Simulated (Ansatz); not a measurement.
# NiO: response to strain

NiO is deformed so: zz strain of -3 %. What stress and forces result, by LAPW, PAW and all-electron datasets made for the crystal?

Method: DFT PBE, scalar-relativistic, in Ansatz 0.2.0.

### 1 Starting point

The structure is cubic, space group Fm-3m (No. 225). The conventional cell has a = 4.183 Å, b = 4.183 Å, c = 4.183 Å, α = 90.00°, β = 90.00°, γ = 90.00°. Ni (site symmetry m-3m) is surrounded by 6 O at 2.09 Å. O (site symmetry m-3m) has 6 Ni at 2.09 Å as nearest neighbours.

Structure file:

```
Ni O
1.0
     0.00000    2.09131    2.09131
     2.09131    0.00000    2.09131
     2.09131    2.09131    0.00000
Ni O
1 1
Direct
  0.00000 0.00000 0.00000
  0.50000 0.50000 0.50000
```

Atoms are numbered in the order of the input: Ni1, O2.

### 2 The deformed structure

Space group Fm-3m before, I4/mmm after.

### 3 All-electron LAPW

The input, input.yaml:

```yaml
crystal:
  lattice:
    - [0.0, 2.09131, 2.0285707]
    - [2.09131, 0.0, 2.0285707]
    - [2.09131, 2.09131, 0.0]
  atoms:
    - { symbol: Ni, position: [0.0, 0.0, 0.0], spin: 1.5 }
    - { symbol: O, position: [0.5, 0.5, 0.5] }
magnetization:
  spin_polarized: true
kpoints:
  mp_grid: { grid: [17, 17, 17] }
  band_path:
    path:
      - [0.0, 0.0, 0.0]
      - [0.0, 0.5, 0.5]
      - [0.25, 0.75, 0.5]
      - [0.0, 0.5, 0.0]
      - [0.0, 0.0, 0.0]
      - [0.5, 0.5, 0.0]
      - [0.3828515251, 0.6171484749, 0.0]
      - [-0.3828515251, 0.3828515251, 0.0]
      - [0.0, 0.0, 0.0]
    npoints: 5
scf:
  occupations: { method: fermi_dirac, width: 0.03 }
hamiltonian:
  xc: pbe
  pseudopotentials: { kind: all_electron, lapw: { basis_error: 0.001 } }
output:
  forces: true
  stress: true
  eigenvalues: true
```

Launch:

```sh
ansatz run input.yaml --threads 1 --pin off --max-ram 3072MiB --backend cpu --events-out ev --progress --plain --runs-dir out
```

### 4 Frozen-core PAW

The input, input.yaml:

```yaml
crystal:
  lattice:
    - [0.0, 2.09131, 2.0285707]
    - [2.09131, 0.0, 2.0285707]
    - [2.09131, 2.09131, 0.0]
  atoms:
    - { symbol: Ni, position: [0.0, 0.0, 0.0], spin: 1.5 }
    - { symbol: O, position: [0.5, 0.5, 0.5] }
magnetization:
  spin_polarized: true
kpoints:
  mp_grid: { grid: [17, 17, 17] }
scf:
  occupations: { method: fermi_dirac, width: 0.03 }
hamiltonian:
  xc: pbe
  pseudopotentials: { kind: paw }
output:
  forces: true
  stress: true
  eigenvalues: true
  efg: { contact_densities: true }
```

### 5 All-electron PAW on datasets made for the crystal

input.yaml: that of step 4 with these lines changed.

```diff
@@ -16,3 +16,3 @@
   xc: pbe
-  pseudopotentials: { kind: paw }
+  pseudopotentials: { kind: all_electron, datasets: crystal }
 output:
```

(Steps that only read results are left out.)

**Question.** What will these runs give? Wanted: pressure; largest shear or deviatoric stress.

As calculated:

| quantity | value |
| --- | --- |
| pressure | LAPW 10.96, PAW 10.50, crystal datasets 10.96 GPa |
| largest shear or deviatoric stress (LAPW) | 2.85 GPa |

What this shows: The largest part of the stress beyond the pressure is 2.85 GPa in size, in the zz component; the atoms are carried along and not relaxed. No run of the undeformed cell stands beside it, so the pressure holds what the given cell had before the change. PAW: stress within 0.55 GPa of LAPW. Crystal datasets: stress within 0.01 GPa of LAPW. Other magnetic orders may lie lower; this is the state that the run reached. With one magnetic atom in the cell only ferromagnetic order fits; the real order can differ. No U acts on the open 3d shell, so the metal found here may be the functional's error.
